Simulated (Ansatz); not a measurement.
# SiO2 (P3_121): the host for defect calculations

Aim: the runs on the perfect crystal SiO2 (P3_121) that a defect calculation needs first.

Method: plane-wave PAW DFT, PBEsol; relaxation of the host's cell and atoms; PAW set soft_1, in the first sound run; inputs show where later runs differ, in Ansatz 0.2.0.

## Step 1: The structure

Symmetry: P3_121, No. 152, trigonal system. The conventional cell has a = 4.915 Å, b = 4.915 Å, c = 5.431 Å, α = 90.00°, β = 90.00°, γ = 120.00°. Nearest to Si lie 4 O at 1.61 to 1.62 Å. Nearest to O lie 2 Si at 1.61 to 1.62 Å. Farther neighbours and most contacts between anions are not listed.

## Step 2: Host cell relaxation

Cell and atoms are relaxed together, until forces and stress fall under their thresholds.

File cell/input.yaml:

```yaml
crystal:
  lattice:
    - [4.9149662, 0.0, 0.0]
    - [-2.4574831, 4.2564856, 0.0]
    - [0.0, 0.0, 5.4313011]
  atoms:
    - { symbol: Si, position: [0.53108859, 0.53108859, 0.0] }
    - { symbol: Si, position: [0.0, 0.46891141, 0.66666667] }
    - { symbol: Si, position: [0.46891141, 0.0, 0.33333333] }
    - { symbol: O, position: [0.26922311, 0.41339429, 0.78489098] }
    - { symbol: O, position: [0.58660571, 0.85582882, 0.11822431] }
    - { symbol: O, position: [0.14417118, 0.73077689, 0.45155765] }
    - { symbol: O, position: [0.41339429, 0.26922311, 0.21510902] }
    - { symbol: O, position: [0.73077689, 0.14417118, 0.54844235] }
    - { symbol: O, position: [0.85582882, 0.58660571, 0.88177569] }
basis:
  ecutwfc: 420
  xc_grid: 2
hamiltonian:
  xc: pbesol
  pseudopotentials: { kind: paw, azcp: { folder: soft_1 }, xc_functional: pbe }
kpoints:
  mp_grid: { grid: [7, 7, 5] }
scf:
  occupations: { method: fixed }
  max_iter: 100
relax:
  f_tol: 0.005
  max_steps: 60
  cell: {}
output:
  forces: true
  stress: true
checkpoint:
  write: "../cell.run"
  compress: false
  write_wavefunctions: false
  write_every: 100000
```

Command:

```bash
ansatz run input.yaml --threads 32 --pin off --max-ram 84787MiB --backend cuda --events-out ev --progress --plain --runs-dir out --max-vram 78GiB
```

Numbers of over 12 decimals in the logs are rounded to 6 here.

Log:

```text
[... repeated set-up lines and file paths are left out, and long positions are rounded to six places ...]
Engine: ansatz 0.2.0, aarch64-unknown-linux-gnu
Pseudopotentials: kind: paw
Pseudopotential: Si, paw, valence charge 4, recommended cutoff 420 eV (normal), soft_1/Si.paw.azcp
Pseudopotential: O, paw, valence charge 6, recommended cutoff 420 eV (normal), soft_1/O.paw.azcp
Functional definition: PBEsol
  exchange = pbesol_x
  correlation = pbesol_c
[...]
Crystal: 9 atoms, lattice volume = 113.625 Å³
Basis set: ecut = 420 eV, 2209 PW (Γ), exchange–correlation on 72×72×80 points (8 copies of the dense FFT grid, shifted against one another)
Bands: 33, of which v1, the nominal top of the filled ones, is band 24 counted from 1 (23 counted from 0)
Symmetry: 6 space group operations
Space group: P3121 (ITA 152), of the structure as read, at distance tolerance 4.8e-5 Å
k-points: 32 of 245 (time reversal used)
Non-local potential: Si, projectors of the file, l = 0: 2, l = 1: 2, l = 2: 1
Non-local potential: O, projectors of the file, l = 0: 2, l = 1: 2, l = 2: 1
PAW form: soft (Blöchl's): semilocal exchange-correlation on the pseudo side does not see the compensation charge
PAW frozen core: Si, regenerated for the run's functional, and the local potential with it (the file was generated under x = pbe(κ = 0.804, μ = 0.219515), c = pbe(β = 0.066725))
PAW frozen core: O, regenerated for the run's functional, and the local potential with it (the file was generated under x = pbe(κ = 0.804, μ = 0.219515), c = pbe(β = 0.066725))
PAW one-centre angular grid: Si, 110 points (default); XC on 64 Gauss nodes
PAW one-centre angular grid: O, 110 points (default); XC on 64 Gauss nodes
Initial density: superposition of atomic densities (chi_scale 0.1, normalization cell, long waves kept (reshape's long-wave potential 0.01 eV rms))
Initial wavefunctions: pseudopotential atomic-orbital guess
[...]
Functional: x = pbesol(κ = 0.804, μ = 0.123457), c = pbesol(β = 0.046)
SCF iter   1: F=—  HF=-5244.301008 eV  |Δ(HF+E_count)|=         —  Δρ=1.24e-1  dr2=1.57e1  Hψ=4736
preconditioner: auto → Resta (q_TF=auto, 2.363 Å⁻¹)  ε∞=2.8  [insulator: Δε(μ)=7.128 eV  Ē_g=17.996 eV  n_scr=22 (ndim 8)  ℏωp=24.1 eV  f_vac=0.003  ε∞_Penn≈2.8]
SCF iter   2: F=—  HF=-5239.959281 eV  |Δ(HF+E_count)|=    4.34e0  Δρ=4.29e-2  dr2=8.81e-1  Hψ=2364
SCF iter   3: F=—  HF=-5239.861956 eV  |Δ(HF+E_count)|=   9.73e-2  Δρ=2.05e-2  dr2=2.69e-1  Hψ=988
automatic band count: iteration 3 solves 29 bands in place of 33: the levels show a gap, and the empty bands left out lie too high to hold charge; the band table lists the bands solved (type scf.n_extra_bands for more)
[...]
SCF 1 converged in 8 iterations: F = -5239.861946 eV  dr2 = 1.07e-8
  greatest PAW one-centre occupation: 0.859 electrons in one spin orbital (limit 2), on the O atom at site 6 (counted from 0), in its partial waves of l = 0
relax step   1: F+E_penalty+E_count = -5239.86194633 eV  Δ(F+E_penalty+E_count) = +0.000e0 eV  max|allowed force component| = 1.634e-1 eV/Å  Δτ_max = 0.0000 Å  P = +2.724 GPa  Ω = 113.625 Å³  (8 SCF iters, dr2 threshold 1.00e-7 eV, accepted)
[... the SCF cycles and remarks between the steps are left out from here to the last step ...]
relax step   2: F+E_penalty+E_count = -5239.86996661 eV  Δ(F+E_penalty+E_count) = -8.020e-3 eV  max|allowed force component| = 1.015e-1 eV/Å  Δτ_max = 0.0017 Å  P = +1.424 GPa  Ω = 114.405 Å³  energy of the carried Pulay correction = -1.927e-3 eV  (5 SCF iters, dr2 threshold 9.00e-7 eV, accepted)
[...]
Crystal: 9 atoms, lattice volume = 115.270 Å³
Basis set: ecut = 420 eV, 2221 PW (Γ), exchange–correlation on 72×72×80 points (8 copies of the dense FFT grid, shifted against one another)
[...]
SCF 3 converged in 5 iterations: F = -5239.872092 eV  dr2 = 6.03e-8
[...]
SCF 4 converged in 5 iterations: F = -5239.872793 eV  dr2 = 2.54e-8
[...]
SCF 5 converged in 5 iterations: F = -5239.872640 eV  dr2 = 5.49e-9
[...]
SCF 6 converged in 5 iterations: F = -5239.876789 eV  dr2 = 5.24e-11
[...]
SCF 7 converged in 5 iterations: F = -5239.876378 eV  dr2 = 8.45e-9
[...]
iter 1 solved again at ethr=2.26e-7 eV; its pass at ethr=3.10e-3 eV (dr2=1.08e-4 eV) is discarded
SCF iter   1: F=—  HF=-5239.876882 eV  |Δ(HF+E_count)|=         —  Δρ=1.51e-5  dr2=4.29e-8  Hψ=7648
eigensolver tolerance schedule: the retry pair's looser diagonalisation over-reported the residual by 2522.18 of it (diagonalisation noise at 0.22 of the residual, at the tolerance the schedule requests for it); [...]
[...]
SCF iter   2: F=—  HF=-5239.876985 eV  |Δ(HF+E_count)|=   1.03e-4  Δρ=7.24e-6  dr2=1.24e-8  Hψ=2454
SCF iter   3: F=—  HF=-5239.876985 eV  |Δ(HF+E_count)|=   2.08e-8  Δρ=2.08e-6  dr2=1.66e-9  Hψ=1522
SCF iter   4: F=—  HF=-5239.876985 eV  |Δ(HF+E_count)|=   1.74e-9  Δρ=3.49e-7  dr2=1.73e-10  Hψ=1514
SCF iter   5: F=-5239.876985 eV  HF=-5239.876985 eV  |Δ(HF+E_count)|=  2.15e-10  Δρ=1.08e-7  dr2=1.46e-11  Hψ=7011
SCF 8 converged in 5 iterations: F = -5239.876985 eV  dr2 = 1.46e-11
relax step   8: F+E_penalty+E_count = -5239.87698502 eV  Δ(F+E_penalty+E_count) = -6.072e-4 eV  max|allowed force component| = 8.224e-4 eV/Å  Δτ_max = 0.0000 Å  P = +0.012 GPa  Ω = 115.390 Å³  stress off target by 1.44e-2 GPa  SCF on the basis re-selected at this cell (its energy is not comparable with the rows above)  (5 SCF iters)
basis re-selected at this cell: Δ(F+E_penalty+E_count) = -6.072e-4 eV, ΔP = +0.004 GPa vs the last step (what re-selecting the basis moved, of the pressure what is left beyond the Pulay correction that the steps carried, after the strain that the cell walked [...]
SCF converged after 5 iterations
Free energy (F): -5239.876985 eV
Harris-Foulkes:  -5239.876985 eV  (|F-HF|=1.64e-11)
Internal energy: -5239.876985 eV  (E = F + TS)
E sigma→0 (E₀):  -5239.876985 eV
Fermi energy:    2.239612 eV
--- Per-component energies (eV) ---
  E_band       = -216.791675
  E_kinetic    = 1161.509028
  E_local      = -2937.309623  (includes V_loc(G=0)·N_el)
  E_nonlocal   = 382.533089
  E_hartree    = 1070.687601
  E_xc         = -594.901935
  E_vxc        = -691.576569  (∫ρ·V_xc dr)
  E_paw        = -2441.938790  (= ΣΔE_a)
  E_vpaw       = -273.327802  (= ΣTr[D̂ρ^β])
  E_aug_tail   = 0.005017  (compensation charges beyond the density's cutoff)
  E_ewald      = -1880.767780
  E_core_change = 0.306410  (= ΣΔE_core)
  E_smearing   = -0.000000  (= −TS)
  E_closure    = 0.000000  (closes the sum)
  Σ components = -5239.876985   (vs F -5239.876985, Δ=0.00e0)
--- Forces (eV/Å), atoms counted from 1 ---
  atom   1  Si    -0.00011047    -0.00019133    -0.00000000
  atom   2  Si    -0.00011047     0.00019133     0.00000000
  atom   3  Si     0.00022093     0.00000000     0.00000000
  atom   4  O      0.00043003    -0.00004841     0.00082243
  atom   5  O     -0.00017309     0.00039662     0.00082243
  atom   6  O     -0.00025694    -0.00034821     0.00082243
  [... 3 more lines of this table ...]
  max |Σ_I F_I| component: 3.00e-17 eV/Å
--- Stress (GPa, compression-positive) ---
        0.014450       0.000000       0.000000
        0.000000       0.014450       0.000000
        0.000000       0.000000       0.008183
  P = ⅓ Tr σ = 0.0124 GPa (0.124 kbar)
--- Band table (eV; the first three rows and the last of 32) ---
  k-point 0: bands = ["-17.0024", "-15.4924", "-15.4924", "-14.8495", "-14.8308", "-14.8308", "-5.9555", "-5.9555", "-3.1288", "-3.1232", [... rest cut ...]
  k-point 1: bands = ["-16.9252", "-15.9332", "-15.1155", "-14.8492", "-14.8397", "-14.8205", "-6.6225", "-5.1329", "-3.2865", "-3.1777", [... rest cut ...]
--- Relaxed structure (6 steps of the walk, 6 accepted, 2 SCFs on fresh bases) ---
  F+E_penalty+E_count = -5239.87698502 eV   max|allowed force component| = 8.224e-4 eV/Å   (the final SCF, on the basis selected at the relaxed cell)
  cell:  # Å, volume = 115.3897 Å³
    - [4.948414, 0, 3.1467769547728414e-18]
    - [-2.474207, 4.285452, -1.5733884773864207e-18]
    - [3.4773572017044256e-18, 0, 5.441322]
  atoms:
    - { symbol: Si, position: [0.529715, 0.529715, 0] }
    - { symbol: Si, position: [2.7287094550676746e-17, 0.470285, 0.666667] }
    - { symbol: Si, position: [0.470285, 0, 0.333333] }
    - { symbol: O, position: [0.267082, 0.412487, 0.785389] }
    - { symbol: O, position: [0.587513, 0.854595, 0.118722] }
    - { symbol: O, position: [0.145405, 0.732918, 0.452055] }
  [... 3 more lines of this table ...]
```

It took 3.2 s on 1 × NVIDIA GB200 with 32 threads of Arm Neoverse V2, shared host; peak memory 1.1 GiB; 14 s of CPU time.

Relaxation path:

| step | energy less that of the first step (eV) | largest force component (eV/Å) | pressure (GPa) | volume (Å³) |
| --- | --- | --- | --- | --- |
| 1 | 0.0000 | 0.1634 | 2.72 | 113.63 |
| 2 | -0.0080 | 0.1015 | 1.42 | 114.41 |
| 3 | -0.0101 | 0.0292 | -0.01 | 115.27 |
| 4 | -0.0108 | 0.0120 | 0.00 | 115.13 |
| 5 | -0.0107 | 0.0013 | 0.00 | 115.20 |
| 6 | -0.0148 | 0.0014 | 0.07 | 115.20 |
| 7 | -0.0144 | 0.0008 | 0.01 | 115.39 |
| 8* | -0.0150 | 0.0008 | 0.01 | 115.39 |

Relaxation steps marked * repeat the geometry before them on a plane-wave basis chosen anew for their cell, so energy and pressure can jump there. The log counts 2 steps on a newly chosen plane-wave basis, not all of them marked here; energy and pressure can jump at such steps.

Forces are held to the 6 operations that the run works with; a distortion that breaks them can't arise in this run.

| conventional cell, symmetrised | before | after | change |
| --- | --- | --- | --- |
| a (Å) | 4.915 | 4.948 | +0.7 % |
| b (Å) | 4.915 | 4.948 | +0.7 % |
| c (Å) | 5.431 | 5.441 | +0.2 % |
| volume (Å³/atom) | 12.63 | 12.82 | +1.6 % |

This step gave:

```yaml
pressure: 0.01236 GPa
```

The relaxation ends with a largest force component of 8.2e-4 eV/Å and a pressure of 0.01 GPa.

## Step 3: Dielectric tensors of the host

The response to a uniform electric field gives the electronic dielectric tensor.

This step: plane-wave PAW DFPT, PBEsol; dielectric tensors, Born charges and zone-centre modes of the host; PAW set soft_1 (Ansatz 0.2.0).

File eps/input.yaml:

```yaml
crystal:
  lattice:
    - [4.9484137309, 0.0, 0.0]
    - [-2.4742068654, 4.2854519994, 0.0]
    - [0.0, 0.0, 5.4413216671]
  atoms:
    - { symbol: Si, position: [0.5297148839, 0.5297148839, 0.0] }
    - { symbol: Si, position: [0.0, 0.4702851161, 0.6666666667] }
    - { symbol: Si, position: [0.4702851161, 0.0, 0.3333333333] }
    - { symbol: O, position: [0.2670818754, 0.4124867885, 0.7853886872] }
    - { symbol: O, position: [0.5875132115, 0.8545950869, 0.1187220206] }
    - { symbol: O, position: [0.1454049131, 0.7329181246, 0.4520553539] }
    - { symbol: O, position: [0.4124867885, 0.2670818754, 0.2146113128] }
    - { symbol: O, position: [0.7329181246, 0.1454049131, 0.5479446461] }
    - { symbol: O, position: [0.8545950869, 0.5875132115, 0.8812779794] }
basis:
  ecutwfc: 420
hamiltonian:
  xc: pbesol
  pseudopotentials: { kind: paw, azcp: { folder: soft_1 }, xc_functional: pbe }
kpoints:
  mp_grid: { grid: [6, 6, 5] }
scf:
  occupations: { method: fixed }
  max_iter: 100
phonons:
  method: dfpt
  dielectric: true
  rigid_motions: translations
```

Log:

```text
[...]
Crystal: 9 atoms, lattice volume = 115.390 Å³
Basis set: ecut = 420 eV, 2221 PW (Γ), exchange–correlation on 72×72×96 points (8 copies of the dense FFT grid, shifted against one another)
Bands: 33, of which v1, the nominal top of the filled ones, is band 24 counted from 1 (23 counted from 0)
Symmetry: 6 space group operations
k-points: 92 of 180 (irreducible under 1 space group operation, time reversal used)
[...]
SCF iter   1: F=—  HF=-5244.198598 eV  |Δ(HF+E_count)|=         —  Δρ=1.21e-1  dr2=1.54e1  Hψ=13698
[...]
SCF iter   6: F=—  HF=-5239.876814 eV  |Δ(HF+E_count)|=   2.89e-4  Δρ=8.83e-5  dr2=1.40e-5  Hψ=4648
[...]
SCF iter   8: F=—  HF=-5239.876948 eV  |Δ(HF+E_count)|=   1.16e-4  Δρ=2.83e-6  dr2=1.03e-8  Hψ=5235
[...]
SCF iter  10: F=-5239.876948 eV  HF=-5239.876948 eV  |Δ(HF+E_count)|=  2.51e-10  Δρ=8.50e-8  dr2=7.08e-12  Hψ=24751
SCF 1 converged in 10 iterations: F = -5239.876948 eV  dr2 = 7.08e-12
[...]
the response reads at least the filled bands of the reference SCF and the lowest empty band at each k-point, and that SCF's band table does not vouch for those bands. The notice of the band table in this run's record says why
[...]
NSCF: frozen V_eff on 1 k-points
[...]
NSCF: frozen V_eff on 27 k-points, pencils in batches of 32, up to order 132
[...]
DFPT response loops at q = (0, 0, 0) (fractional): preconditioner auto → none (the input reference at scf.mixing.eps_inf says where Resta's filter doesn't serve); β = 0.50; Anderson in place of MSR1; [...]
[...]
DFPT response loops at Γ: preconditioner auto → none (the input reference at scf.mixing.eps_inf says where Resta's filter doesn't serve); β = 0.50; Broyden in place of MSR1
SCF converged after 10 iterations
[...]
0.000000     2.143531     0.000000
       -0.000000     0.000000     2.332910
  softest optical mode at Γ: 120.51 cm⁻¹; the repairs (sum rule, projections) moved no ω² at Γ by more than (2.21 cm⁻¹)²
  Born effective charges Z* (e; rows j = field, columns β = displacement):
    site 0:
         3.50631   -0.29404    0.27070
        -0.29404    3.16679   -0.15629
        -0.23283    0.13442    3.45545
    site 1:
         3.50631    0.29404   -0.27070
         0.29404    3.16679   -0.15629
         0.23283    0.13442    3.45545
    site 2:
         2.99703    0.00000    0.00000
         0.00000    3.67608    0.31257
        -0.00000   -0.26885    3.45545
    site 3:
        -2.28883   -0.08201   -0.81960
        -0.02996   -1.04773   -0.06594
        -0.82362   -0.13825   -1.72773
    site 4:
        -1.40649    0.53938    0.46691
         0.59143   -1.93007   -0.67683
         0.53154   -0.64416   -1.72773
    site 5:
        -1.30952   -0.53545    0.35270
        -0.48339   -2.02704    0.74277
         0.29208    0.78240   -1.72773
    site 6:
        -1.30952    0.53545   -0.35270
         0.48339   -2.02704    0.74277
        -0.29208    0.78240   -1.72773
    site 7:
        -1.40649   -0.53938   -0.46691
        -0.59143   -1.93007   -0.67683
        -0.53154   -0.64416   -1.72773
    site 8:
        -2.28883    0.08201    0.81960
         0.02996   -1.04773   -0.06594
         0.82362   -0.13825   -1.72773
  Z* charge neutrality: 1.904e-5 e pre-enforcement
  k-mesh period / interband length: 27.2 Å / 0.99 Å = 27.61 at k = (0.0000, 0.0000, 0.0000), direct gap 6.033 eV — 14 or more, which is no proof of convergence
  optical modes at Γ without the LO–TO term, one row a degenerate level:
      ω (cm⁻¹)  modes    IR ((D/Å)²/amu)
        120.51      2             0.0010
        196.96      1             0.0000
        248.48      2             0.4034
        335.14      1             0.0000
        340.20      1             4.6221
        370.45      2             5.7750
        420.87      2            16.0035
        441.19      1             0.0000
        465.39      1             8.6164
        675.05      2             1.2200
        756.65      1             3.4125
[...]
optical modes at Γ + LO–TO along q̂ = [1.0000, 0.0000, 0.0000]:
      ω (cm⁻¹)  modes    IR ((D/Å)²/amu)
[...]
optical modes at Γ + LO–TO along q̂ = [0.0000, 1.0000, 0.0000]:
      ω (cm⁻¹)  modes    IR ((D/Å)²/amu)
[...]
optical modes at Γ + LO–TO along q̂ = [0.0000, 0.0000, 1.0000]:
      ω (cm⁻¹)  modes    IR ((D/Å)²/amu)
[...]
362.76      1             0.9464
        370.45      2             5.7750
        420.87      2            16.0035
        441.19      1             0.0000
        516.87      1             5.0599
        675.05      2             1.2200
        768.39      1             1.7067
        776.13      2             6.7693
       1043.92      2            85.1675
       1060.83      1             0.0000
       1135.31      2             1.0783
       1213.32      1            53.7517
```

Wall time 9.5 s (1 × NVIDIA GB200 with 32 threads); peak memory 2 GiB.

Reading the cycles: dr2 is the Hartree energy of the density residual (eV), the measure of convergence; HF is the Harris–Foulkes estimate of the energy, which meets the free energy F at convergence.

Electronic dielectric tensor:

```
2.49 0.00 0.00
0.00 2.49 0.00
0.00 0.00 2.52
```

Static dielectric tensor:

```
4.63 0.00 0.00
0.00 4.63 0.00
0.00 0.00 4.85
```

The principal values of the electronic dielectric tensor are 2.49, 2.49 and 2.52. The principal values of the static dielectric tensor are 4.63, 4.63 and 4.85.

(Part 1 of 2 ends here.)

[Logs are printed without paths, hosts, clocks, repeated set-up lines and the standing remarks that a program may print on its own settings, such as how far it seeks lower states.]

[Hosts, paths, dates, database ids (printed as entryN), source tags and the programs' standing remarks are cut or masked in the printed files.]

[Runs of the host that timed out are not shown.]

[For some hosts the program warned that the k-mesh of the response run may be too coarse for force constants and the static dielectric constant; such warnings are not always shown.]
